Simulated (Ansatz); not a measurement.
**Quasi-harmonic thermodynamics of AgBr (Fm-3m)**

How much does AgBr expand with temperature?

What experiment has found for this phase:
- volume expansion coefficient 102.3 1e-6/K near room temperature (given in “Descriptors for thermal expansion in solids”, 2017, arXiv:1701.03966)

Main program and level: Ansatz 0.2.0; DFT RPBE, scalar-relativistic, plane waves, PAW.

The database entry behind the starting cell differs from later determinations by our own check (about 0.6 % short of the room-temperature cell), so it need not match the best structure at ambient conditions.

## 1. The structure

It takes space group Fm-3m (No. 225, cubic). Conventional cell: a = 5.740 Å, b = 5.740 Å, c = 5.740 Å, α = 90.00°, β = 90.00°, γ = 90.00°. Nearest to Ag lie 6 Br at 2.87 Å. Nearest to Br lie 6 Ag at 2.87 Å. Farther neighbours and most contacts between anions are not listed.

## 2. A first coarse run

A cheap single point shows whether the cell is a metal or an insulator and how far it is from rest; that sets the k-mesh and the occupations of what follows.

input.yaml

```yaml
crystal:
  lattice:
    - [0.0, 2.87015, 2.87015]
    - [2.87015, 0.0, 2.87015]
    - [2.87015, 2.87015, 0.0]
  atoms:
    - { symbol: Ag, position: [0.0, 0.0, 0.0] }
    - { symbol: Br, position: [0.5, 0.5, 0.5] }
kpoints:
  mp_grid: { grid: [6, 6, 6] }
hamiltonian:
  xc: rpbe
scf:
  occupations: { method: gaussian, width: 0.1 }
  lower_state_search: "off"
output:
  forces: true
  stress: true
  eigenvalues: true
```

The run is started by

```sh
$ ansatz run input.yaml --threads 8 --pin off --max-ram 16384MiB --backend cpu --events-out ev --progress --plain --runs-dir out
```

Numbers of over 12 decimals in the logs are rounded to 6 here.

The log of the run:

```text
Engine: ansatz 0.2.0, aarch64-unknown-linux-gnu
Pseudopotentials: kind: paw
Pseudopotential: Ag, paw, valence charge 19, recommended cutoff 420 eV (normal), Ag.paw.azcp
Pseudopotential: Br, paw, valence charge 7, recommended cutoff 420 eV (normal), Br.paw.azcp
Functional definition: RPBE
  parameter kappa = 0.804
  parameter beta = 0.066725
  exchange = rpbe_x(kappa = kappa, mu = beta*pi^2/3)
  correlation = pbe_c(beta = beta)
Crystal: 2 atoms, lattice volume = 47.287 Å³
Basis set: ecut = 420 eV, 941 PW (Γ), exchange–correlation on 60×60×60 points (8 copies of the dense FFT grid, shifted against one another)
Bands: 17, of which v1, the nominal top of the filled ones, is band 13 counted from 1 (12 counted from 0)
Symmetry: 48 space group operations
Space group: Fm-3m (ITA 225), of the structure as read, at distance tolerance 3.6e-5 Å
k-points: 16 of 216
Non-local potential: Ag, projectors of the file, l = 0: 3, l = 1: 2, l = 2: 2, l = 3: 1
Non-local potential: Br, projectors of the file, l = 0: 2, l = 1: 2, l = 2: 2
PAW form: soft (Blöchl's): semilocal exchange-correlation on the pseudo side does not see the compensation charge
PAW frozen core: Ag, regenerated for the run's functional, and the local potential with it (the file was generated under x = pbe(κ = 0.804, μ = 0.219515), c = pbe(β = 0.066725))
PAW frozen core: Br, regenerated for the run's functional, and the local potential with it (the file was generated under x = pbe(κ = 0.804, μ = 0.219515), c = pbe(β = 0.066725))
PAW one-centre angular grid: Ag, 590 points (default); XC on 64 Gauss nodes
PAW one-centre angular grid: Br, 110 points (default); XC on 64 Gauss nodes
Initial density: superposition of atomic densities (neutral atoms: chi_scale 0, normalization atom), corrected by the library's trained network
Initial wavefunctions: pseudopotential atomic-orbital guess
Functional: x = rpbe, c = pbe(β = 0.066725)
SCF iter   1: F=—  HF=-10388.607003 eV  |F-HF|=—  |Δ(HF+E_count)|=         —  Δρ=3.81e-3  dr2=6.65e-3  ethr=1.77e-3  ⟨swp⟩=5.6  Hψ=1285  notcnv=0
preconditioner: auto → none  [insulator: Δε(μ)=0.873 eV  Ē_g=10.732 eV  σ=0.100 eV  W_gap=1.00  n_scr=14 (ndim 8)  ℏωp=22.9 eV  f_vac=0.022  D(μ)=0.00/eV (n_scr^D=0)  ε∞_Penn≈5.6]
SCF iter   2: F=—  HF=-10388.607705 eV  |F-HF|=—  |Δ(HF+E_count)|=   7.03e-4  Δρ=1.89e-3  dr2=1.17e-3  ethr=2.56e-5  ⟨swp⟩=3.0  Hψ=603  notcnv=0
SCF iter   3: F=—  HF=-10388.607484 eV  |F-HF|=—  |Δ(HF+E_count)|=   2.21e-4  Δρ=7.07e-4  dr2=1.58e-4  ethr=4.50e-6  ⟨swp⟩=2.6  Hψ=445  notcnv=0
SCF iter   4: F=—  HF=-10388.607522 eV  |F-HF|=—  |Δ(HF+E_count)|=   3.77e-5  Δρ=2.26e-4  dr2=2.10e-5  ethr=6.08e-7  ⟨swp⟩=2.2  Hψ=402  notcnv=0
SCF iter   5: F=—  HF=-10388.607530 eV  |F-HF|=—  |Δ(HF+E_count)|=   7.63e-6  Δρ=2.64e-5  dr2=3.28e-7  ethr=8.06e-8  ⟨swp⟩=2.2  Hψ=382  notcnv=0
SCF iter   6: F=-10388.607530 eV  HF=-10388.607530 eV  |F-HF|=5.46e-9  |Δ(HF+E_count)|=   4.15e-7  Δρ=3.49e-6  dr2=4.38e-9  ethr=3.85e-10  ⟨swp⟩=6.9  Hψ=1350  notcnv=0
SCF 1 converged in 6 iterations: F = -10388.607530 eV  dr2 = 4.38e-9
  greatest PAW one-centre occupation: 0.999 electrons in one spin orbital (limit 2), on the Ag atom at site 0 (counted from 0), in its partial waves of l = 1
SCF converged after 6 iterations
Free energy (F): -10388.607530 eV
Harris-Foulkes:  -10388.607530 eV  (|F-HF|=5.46e-9)
Internal energy: -10388.607530 eV  (E = F + TS)
E sigma→0 (E₀):  -10388.607530 eV
Fermi energy:    8.761169 eV
--- Per-component energies (eV) ---
  E_band       = -357.921601
  E_kinetic    = 662.287472
  E_local      = -3326.091250  (includes V_loc(G=0)·N_el)
  E_nonlocal   = 152.531106
  E_hartree    = 1458.518109
  E_xc         = -448.611886
  E_vxc        = -335.916909  (∫ρ·V_xc dr)
  E_paw        = -6165.752771  (= ΣΔE_a)
  E_vpaw       = -427.771285  (= ΣTr[D̂ρ^β])
  E_aug_tail   = 0.000333  (compensation charges beyond the density's cutoff)
  E_ewald      = -2721.318514
  E_core_change = -0.170128  (= ΣΔE_core)
  E_smearing   = -0.000000  (= −TS)
  E_closure    = 0.000000  (closes the sum)
  Σ components = -10388.607530   (vs F -10388.607530, Δ=0.00e0)
--- Forces (eV/Å), atoms counted from 1 ---
  atom   1  Ag    -0.00000000     0.00000000     0.00000000
  atom   2  Br     0.00000000    -0.00000000    -0.00000000
  max |Σ_I F_I| component: 1.05e-30 eV/Å
--- Stress (GPa, compression-positive) ---
        5.139182       0.000000       0.000000
        0.000000       5.139182       0.000000
        0.000000       0.000000       5.139182
  P = ⅓ Tr σ = 5.1392 GPa (51.392 kbar)
--- Band table (eV; the first three rows and the last of 16) ---
  k-point 0: bands = [... 9 lower, 5.5538, 6.3916, 6.3916, 6.3916, 9.1715, 18.3117, 18.3117, 18.3117]
  k-point 1: bands = [... 9 lower, 5.6261, 6.0237, 7.0993, 7.0993, 10.4512, 16.4923, 17.5665, 17.5665]
  k-point 2: bands = [... 9 lower, 5.7765, 6.1066, 7.9562, 7.9562, 11.9734, 15.1004, 15.8876, 15.8876]
  k-point 15: bands = [... 9 lower, 5.9628, 5.9709, 6.0376, 6.7194, 11.4452, 15.7157, 16.6535, 16.7381]
```

The job ended after 0.82 s (8 threads of Arm Neoverse V2, shared host; peak memory 0.31 GiB; 1.7 s of CPU time).

In the SCF lines HF is the Harris–Foulkes energy and dr2 the Hartree energy of the density residual, in eV; the loop may stop once dr2 is under the threshold and the program's other checks hold. Hψ counts applications of the Hamiltonian.

This step gave:

* pressure: 5.139 GPa
* gap on the k-mesh: 0.8446 eV
* volume per atom: 23.64 Å³/atom

The start is under 5.1 GPa at this level and looks like an insulator or semiconductor on this mesh.

## 3. Finding the static equilibrium

Phonons are second derivatives about a minimum, so cell and atoms are relaxed first, inside the symmetry of the start.

input.yaml, the sections that differ from step 2:

```yaml
kpoints:
  mp_grid: { grid: [8, 8, 8] }
scf:
  occupations: { method: gaussian, width: 0.02 }
  lower_state_search: "off"
relax:
  adjacent_minimum: "off"
  f_tol: 0.005
  max_steps: 80
  cell: { stress_tol: 0.05 }
# crystal, hamiltonian, output: as in step 2
```

The log of the run:

```text
[...]
Crystal: 2 atoms, lattice volume = 47.287 Å³
Basis set: ecut = 420 eV, 941 PW (Γ), exchange–correlation on 60×60×60 points (8 copies of the dense FFT grid, shifted against one another)
Bands: 17, of which v1, the nominal top of the filled ones, is band 13 counted from 1 (12 counted from 0)
Symmetry: 48 space group operations
[...]
k-points: 29 of 512
[...]
SCF iter   1: F=—  HF=-10388.608067 eV  |F-HF|=—  |Δ(HF+E_count)|=         —  Δρ=3.79e-3  dr2=6.54e-3  ethr=1.77e-3  ⟨swp⟩=5.2  Hψ=2457  notcnv=0
[...]
SCF iter   6: F=-10388.608598 eV  HF=-10388.608598 eV  |F-HF|=5.47e-9  |Δ(HF+E_count)|=   3.79e-7  Δρ=3.22e-6  dr2=3.78e-9  ethr=3.85e-10  ⟨swp⟩=6.1  Hψ=2331  notcnv=0
SCF 1 converged in 6 iterations: F = -10388.608598 eV  dr2 = 3.78e-9
[...]
relax step   1: F+E_penalty+E_count = -10388.60859818 eV  Δ(F+E_penalty+E_count) = +0.000e0 eV  max|allowed force component| = 4.812e-29 eV/Å  Δτ_max = 0.0000 Å  P = +5.122 GPa  Ω = 47.287 Å³  (6 SCF iters, dr2 threshold 1.00e-7 eV, accepted)
Crystal: 2 atoms, lattice volume = 54.015 Å³
Basis set: ecut = 420 eV, 1067 PW (Γ), exchange–correlation on 60×60×60 points (8 copies of the dense FFT grid, shifted against one another)
[...]
iter 1 solved again at ethr=4.32e-5 eV; its pass at ethr=3.10e-3 eV (dr2=1.12e-2 eV) is discarded
[...]
SCF iter   6: F=-10388.698743 eV  HF=-10388.698743 eV  |F-HF|=6.03e-8  |Δ(HF+E_count)|=   3.90e-6  Δρ=6.29e-6  dr2=1.63e-8  ethr=7.69e-10  ⟨swp⟩=7.0  Hψ=2485  notcnv=0
SCF 2 converged in 6 iterations: F = -10388.698743 eV  dr2 = 1.63e-8
[...]
relax step   2: F+E_penalty+E_count = -10388.69874295 eV  Δ(F+E_penalty+E_count) = -9.014e-2 eV  max|allowed force component| = 5.226e-30 eV/Å  Δτ_max = 0.0000 Å  P = -0.066 GPa  Ω = 54.015 Å³  energy of the carried Pulay correction = -1.461e-3 eV  (6 SCF iters, dr2 threshold 2.00e-7 eV, accepted)
Crystal: 2 atoms, lattice volume = 53.917 Å³
[...]
SCF iter   4: F=-10388.698787 eV  HF=-10388.698787 eV  |F-HF|=1.75e-9  |Δ(HF+E_count)|=   1.07e-8  Δρ=4.18e-6  dr2=5.18e-9  ethr=4.18e-11  ⟨swp⟩=5.0  Hψ=1808  notcnv=0
SCF 3 converged in 4 iterations: F = -10388.698787 eV  dr2 = 5.18e-9
relax step   3: F+E_penalty+E_count = -10388.69878690 eV  Δ(F+E_penalty+E_count) = -4.396e-5 eV  max|allowed force component| = 4.454e-30 eV/Å  Δτ_max = 0.0000 Å  P = -0.016 GPa  Ω = 53.917 Å³  energy of the carried Pulay correction = -1.442e-3 eV  (4 SCF iters, dr2 threshold 1.09e-8 eV, accepted)
[...]
SCF iter   6: F=-10388.699735 eV  HF=-10388.699735 eV  |F-HF|=4.73e-11  |Δ(HF+E_count)|=   1.14e-8  Δρ=1.37e-7  dr2=9.46e-12  ethr=1.00e-12  ⟨swp⟩=7.0  Hψ=2449  notcnv=0
SCF 4 converged in 6 iterations: F = -10388.699735 eV  dr2 = 9.46e-12
relax step   4: F+E_penalty+E_count = -10388.69973550 eV  Δ(F+E_penalty+E_count) = -9.486e-4 eV  max|allowed force component| = 6.771e-30 eV/Å  Δτ_max = 0.0000 Å  P = -0.036 GPa  Ω = 53.917 Å³  stress off target by 3.60e-2 GPa  SCF on the basis re-selected at this cell (its energy is not comparable with the rows above)  (6 SCF iters)
basis re-selected at this cell: Δ(F+E_penalty+E_count) = -9.486e-4 eV, ΔP = -0.020 GPa vs the last step (what re-selecting the basis moved, of the pressure what is left beyond the Pulay correction that the steps carried, after the strain that the cell walked since its last selection, with what the two solves' SCF thresholds leave and, on support functions, any second-order correction that the steps lacked; it is no m [...]
SCF converged after 6 iterations
Free energy (F): -10388.699735 eV
[...]
Internal energy: -10388.699735 eV  (E = F + TS)
E sigma→0 (E₀):  -10388.699735 eV
Fermi energy:    6.732329 eV
[...]
--- Stress (GPa, compression-positive) ---
       -0.035985      -0.000000      -0.000000
       -0.000000      -0.035985      -0.000000
       -0.000000      -0.000000      -0.035985
  P = ⅓ Tr σ = -0.0360 GPa (-0.360 kbar)
--- Band table (eV; the first three rows and the last of 29) ---
  k-point 0: bands = [... 9 lower, 3.9794, 4.7905, 4.7905, 4.7905, 7.1926, 16.3114, 16.3114, 16.3114]
  k-point 1: bands = [... 9 lower, 4.0093, 4.4549, 5.1415, 5.1415, 7.9154, 15.0585, 15.8801, 15.8801]
  k-point 2: bands = [... 9 lower, 4.0830, 4.3761, 5.6825, 5.6825, 9.1726, 13.5677, 14.6501, 14.6501]
  k-point 28: bands = [... 9 lower, 4.2644, 4.3918, 4.3918, 5.0962, 9.9828, 13.5308, 14.0711, 14.0711]
--- Relaxed structure (3 steps of the walk, 3 accepted, 1 SCFs on fresh bases) ---
  F+E_penalty+E_count = -10388.69973550 eV   max|allowed force component| = 6.771e-30 eV/Å   (the final SCF, on the basis selected at the relaxed cell)
  cell:  # Å, volume = 53.9171 Å³
    - [0, 2.998464, 2.998464]
    - [2.998464, 0, 2.998464]
    - [2.998464, 2.998464, 0]
  atoms:
    - { symbol: Ag, position: [0, 0, 0] }
    - { symbol: Br, position: [0.5, 0.5, 0.5] }
```

The job ended after 1.3 s (8 threads; peak memory 0.37 GiB).

The steps of the relaxation:

```tsv
step	energy less that of the first step (eV)	largest force component (eV/Å)	pressure (GPa)	volume (Å³)
1	0.0000	0.0000	5.12	47.29
2	-0.0901	0.0000	-0.07	54.01
3	-0.0902	0.0000	-0.02	53.92
4*	-0.0911	0.0000	-0.04	53.92
```

Relaxation steps marked * repeat the geometry before them on a plane-wave basis chosen anew for their cell, so energy and pressure can jump there.

Forces are held to the 48 operations that the run works with; a distortion that breaks them can't arise in this run.

```tsv
conventional cell, symmetrised	before	after	change
a (Å)	5.740	5.997	+4.5 %
b (Å)	5.740	5.997	+4.5 %
c (Å)	5.740	5.997	+4.5 %
volume (Å³/atom)	23.64	26.96	+14.0 %
```

The relaxed structure:

```cif
data_structure
_symmetry_space_group_name_H-M 'P 1'
_symmetry_Int_Tables_number 1
_cell_length_a 4.2405
_cell_length_b 4.2405
_cell_length_c 4.2405
_cell_angle_alpha 60.000
_cell_angle_beta 60.000
_cell_angle_gamma 60.000
_cell_volume 53.92
loop_
_atom_site_label
_atom_site_type_symbol
_atom_site_fract_x
_atom_site_fract_y
_atom_site_fract_z
_atom_site_occupancy
Ag1 Ag 0.00000 0.00000 0.00000 1
Br2 Br 0.50000 0.50000 0.50000 1
```

Numbers from this step:

```
pressure          : -0.03598 GPa
gap on the k-mesh : 0.9215 eV
volume per atom   : 26.96 Å³/atom
```

The relaxation ends with a pressure of -0.04 GPa.

## 4. A second relaxation

The relaxation is run once more from where the first one ended, as the script does after a large change of volume or of the gap, with mesh and occupations reviewed.

Changes to input.yaml since step 3:

```diff
@@ -2,5 +2,5 @@
   lattice:
-    - [0.0, 2.87015, 2.87015]
-    - [2.87015, 0.0, 2.87015]
-    - [2.87015, 2.87015, 0.0]
+    - [0.0, 2.9984643715, 2.9984643715]
+    - [2.9984643715, 0.0, 2.9984643715]
+    - [2.9984643715, 2.9984643715, 0.0]
   atoms:
```

The log of the run:

```text
[...]
Crystal: 2 atoms, lattice volume = 53.917 Å³
Basis set: ecut = 420 eV, 1067 PW (Γ), exchange–correlation on 60×60×60 points (8 copies of the dense FFT grid, shifted against one another)
Bands: 17, of which v1, the nominal top of the filled ones, is band 13 counted from 1 (12 counted from 0)
Symmetry: 48 space group operations
[...]
k-points: 29 of 512
[...]
k-point 28: bands = [... 9 lower, 4.2644, 4.3918, 4.3918, 5.0962, 9.9828, 13.5308, 14.0711, 14.0711]
--- Relaxed structure (1 steps of the walk, 1 accepted, 1 SCFs on fresh bases) ---
[...]
cell:  # Å, volume = 53.9171 Å³
    - [0.0, 2.9984643715, 2.9984643715]
    - [2.9984643715, 0.0, 2.9984643715]
    - [2.9984643715, 2.9984643715, 0.0]
  atoms:
    - { symbol: Ag, position: [0.0, 0.0, 0.0] }
    - { symbol: Br, position: [0.5, 0.5, 0.5] }
[key lines of the parts left out:]
SCF converged after 4 iterations
Free energy (F): -10388.699735 eV
Fermi energy:    6.732323 eV
P = ⅓ Tr σ = -0.0360 GPa (-0.360 kbar)
```

It took 0.74 s on 8 threads; peak memory 0.36 GiB; 3.7 s of CPU time.

Little changed from the start: no atom moved by 0.005 Å and no cell edge by 0.1 %.

(Part 1 of 3 ends here.)

[Logs are printed without paths, hosts, clocks, repeated set-up lines and the standing remarks that a program may print on its own settings, such as how far it seeks lower states.]

[Hosts, paths, dates, database ids (printed as entryN), source tags and the programs' standing remarks are cut or masked in the printed files.]

[A step with changed settings may run another functional than the one named; its input shows which.]
